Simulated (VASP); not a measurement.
# BAs (F-43m) in VASP: a series of runs, part 2 of 2

VASP 6.6.1. Earlier steps stand in the parts before.

## Step 3: Relaxation of cell and atoms, PBEsol

This run uses another cell than the first one, of 13.65 Å³/atom, 1.008 times its volume.

INCAR reads:

```
SYSTEM = BAs
PREC = Accurate
ENCUT = 600
EDIFF = 1E-7
ISMEAR = 0
SIGMA = 0.01
LREAL = .FALSE.
LASPH = .TRUE.
NELM = 60
ALGO = Normal
ISIF = 3
LWAVE = .FALSE.
LCHARG = .FALSE.
GGA = PS
IBRION = 2
NSW = 80
EDIFFG = -0.002
```

KPOINTS reads:

```
Automatic mesh
0
G
  8 8 8
  0 0 0
```

POSCAR reads:

```
BAs
1.0
    0.0000000000      2.3900000000      2.3900000000
    2.3900000000      0.0000000000      2.3900000000
    2.3900000000      2.3900000000      0.0000000000
B As
1 1
Direct
    0.0000000000      0.0000000000      0.0000000000
    0.2500000000      0.2500000000      0.2500000000
```

Potentials or basis: VASP PAW PBE potentials, release 64 (B, As).

Run with:

```sh
$ cat potpaw_PBE.64/B/POTCAR potpaw_PBE.64/As/POTCAR > POTCAR
$ mpirun -np 1 vasp_std > vasp.out
```

OUTCAR:

```text
SYSTEM = BAs
   PREC = Accurate
   ENCUT = 600
   EDIFF = 1E-7
   ISMEAR = 0
   LREAL = .FALSE.
   LASPH = .TRUE.
   NELM = 60
   ISIF = 3
   GGA = PS
   IBRION = 2
   NSW = 80
   EDIFFG = -0.002

 ion  position               nearest neighbor table
   1  0.000  0.000  0.000-   2 2.07   2 2.07   2 2.07   2 2.07
   2  0.250  0.250  0.250-   1 2.07   1 2.07   1 2.07   1 2.07

  LATTYP: Found a face centered cubic cell.
 ALAT       =     4.7800000000

  Lattice vectors:

 A1 = (   0.0000000000,   2.3900000000,   2.3900000000)
 A2 = (   2.3900000000,   0.0000000000,   2.3900000000)
 A3 = (   2.3900000000,   2.3900000000,   0.0000000000)

Analysis of symmetry for initial positions (statically):
=====================================================================
 Subroutine PRICEL returns:
 Original cell was already a primitive cell.

 Routine SETGRP: Setting up the symmetry group for a
 face centered cubic supercell.

 Subroutine GETGRP returns: Found 24 space group operations
 (whereof 24 operations were pure point group operations)
 out of a pool of 48 trial point group operations.

[... 170 lines left out ...]
  --------------------------------------------------------------------------------------
  -------------------------------------------------------------------------------------
  Total       -0.0361652     -0.0361652     -0.0361652     -0.0000000     -0.0000000      0.0000000
  in kB       -2.1221571     -2.1221571     -2.1221571     -0.0000000     -0.0000000      0.0000000
  external PRESSURE =      -2.1221571 kB  Pullay stress =       0.0000000 kB
[... 59 lines left out ...]
--------------------------------------- Ionic step        3  -------------------------------------------

 number of electron       8.0000000 magnetization

 Free energy of the ion-electron system (eV)
  ---------------------------------------------------
  ext. energy  EPLUGINS =         0.00000000
  ---------------------------------------------------
  free energy    TOTEN  =       -12.20247294 eV

  energy without entropy =      -12.20247294  energy(sigma->0) =      -12.20247294

 E-fermi :   6.1664     XC(G=0): -10.7292

 val. band max:        6.0408361774   @ k =   0.0000   0.0000   0.0000
 cond. band min:       7.1334196204   @ k =   0.3750   0.3750   0.0000
 fundamental gap:      1.0925834430
 Fermi energy:         6.1664150784

 k-point     1 :       0.0000    0.0000    0.0000
  band No.  band energies     occupation
      1      -9.3931      2.00000
      2       6.0408      2.00000
      3       6.0408      2.00000
      4       6.0408      2.00000
      5       9.2799      0.00000
      6       9.2799      0.00000
      7       9.2799      0.00000
      8      10.7188      0.00000
[... 243 lines left out ...]
 k-point    24 :      -0.3750    0.2500    0.1250
  band No.  band energies     occupation
      1      -5.9368      2.00000
      2      -2.2767      2.00000
      3       1.4509      2.00000
      4       2.9422      2.00000
      5       9.9427      0.00000
      6      10.7299      0.00000
      7      13.4702      0.00000
      8      15.0091      0.00000

 [... further k-points ...]
[... 5 lines left out ...]
  --------------------------------------------------------------------------------------
  -------------------------------------------------------------------------------------
  Total        0.0010610      0.0010610      0.0010610      0.0000000      0.0000000      0.0000000
  in kB        0.0623539      0.0623539      0.0623539      0.0000000      0.0000000      0.0000000
  external PRESSURE =       0.0623539 kB  Pullay stress =       0.0000000 kB
[... 17 lines left out ...]
  FREE ENERGIE OF THE ION-ELECTRON SYSTEM (eV)
  ---------------------------------------------------
  free  energy   TOTEN  =       -12.2024729449 eV

  energy  without entropy=      -12.2024729449  energy(sigma->0) =      -12.20247294

 reached required accuracy - stopping structural energy minimisation
```

OSZICAR:

```text
N       E                     dE             d eps       ncg     rms          rms(c)
DAV:   1     0.141033564828E+02    0.14103E+02   -0.43966E+03   464   0.100E+03
DAV:   2    -0.124091703772E+02   -0.26513E+02   -0.26280E+02   712   0.113E+02
DAV:   3    -0.128071104274E+02   -0.39794E+00   -0.39794E+00   544   0.183E+01
[... 19 lines left out ...]
DAV:   1    -0.122024848274E+02   -0.25934E-04   -0.33768E-04   544   0.140E-01    0.180E-02
DAV:   2    -0.122024762605E+02    0.85669E-05   -0.13645E-05   496   0.227E-02    0.866E-03
DAV:   3    -0.122024732938E+02    0.29666E-05   -0.56379E-06   560   0.132E-02    0.287E-03
DAV:   4    -0.122024729974E+02    0.29643E-06   -0.31464E-07   536   0.371E-03    0.163E-03
DAV:   5    -0.122024729449E+02    0.52518E-07   -0.20229E-08   232   0.979E-04
   3 F= -.12202473E+02 E0= -.12202473E+02  d E =-.283732E-04
```

It took 11 s on 1 thread of Intel Xeon 6975P-C (Granite Rapids), shared host; peak memory 0.16 GiB.

Results:

- Free energy: -12.2025 eV
- Relaxed volume: 13.63 Å³/atom
- Relaxed cell: a = 3.378 Å, b = 3.378 Å, c = 3.378 Å, α = 60.00°, β = 60.00°, γ = 60.00°
- Space group after relaxing (to 0.05 Å): F-43m (No. 216)
- Energy gained by relaxing: 0.0 meV/atom
- Ionic steps: 3
- Pressure after relaxing: 0.0 GPa
- Band gap on the k mesh: 1.09 eV, indirect (least direct gap 3.24 eV)

Final structure:
```
B As
1.0
     0.00000    2.38876    2.38876
     2.38876    0.00000    2.38876
     2.38876    2.38876    0.00000
B As
1 1
Direct
  0.00000 0.00000 0.00000
  0.25000 0.25000 0.25000
```

Levels at points of the mesh, in eV from the valence-band top:
| k point | band 1 | band 2 | band 3 | band 4 | band 5 | band 6 | band 7 | band 8 |
| --- | --- | --- | --- | --- | --- | --- | --- | --- |
| (0.00, 0.00, 0.00) | -15.43 | 0.00 | 0.00 | 0.00 | 3.24 | 3.24 | 3.24 | 4.68 |
| (0.50, 0.00, 0.00) | -12.55 | -8.83 | -1.83 | -1.83 | 2.65 | 4.73 | 4.73 | 8.70 |
| (0.50, 0.50, 0.00) | -11.24 | -8.53 | -4.10 | -4.10 | 1.31 | 1.34 | 11.34 | 11.34 |

Caveat: the PAW data sets were made with another functional, which shifts forces and pressure a little. A k mesh can miss the band edges.
